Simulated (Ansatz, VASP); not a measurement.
Two plane-wave programs on Be

```xyz
2
Lattice="2.2995 0.0000 0.0000 -1.1498 1.9914 0.0000 0.0000 0.0000 3.6009" Properties=species:S:1:pos:R:3 pbc="T T T"
Be    0.0000    1.3276    0.6002
Be    1.1498    0.6638    2.7007
```

Alike in both runs: task single point; functional PBE; k mesh 24 × 24 × 14; occupations gaussian, width 0.15 eV; no spin polarisation.

|  | VASP | Ansatz |
| --- | --- | --- |
| version | VASP 6.6.1 | Ansatz 0.2.0 |
| potentials or method | VASP PAW PBE potentials, release 64 (Be) | scalar-relativistic, plane waves, PAW |
| plane-wave cutoff (eV) | 520 | 420 |
| valence electrons in the cell | 4 | 4 |

Ansatz gave:

```
gap on the k mesh at the Fermi level (eV)       : none
pressure (GPa)                                  : 2.6
largest component of the traceless stress (GPa) : 6.66
rms of the force components (eV/Å)              : 1.357
```

Q: What did VASP give for the same quantities?

A: gap on the k mesh at the Fermi level (eV): none; pressure (GPa): 2.8; largest component of the traceless stress (GPa): 6.68; rms of the force components (eV/Å): 1.370.

Atom by atom the forces differ by 0.013 eV/Å (rms over components). A gap of «none» marks a metal or a gap that the smearing closes.

Caveats: forces of over 1 eV/Å show positions far from the minimum, so gaps and moduli don't describe the material at rest.
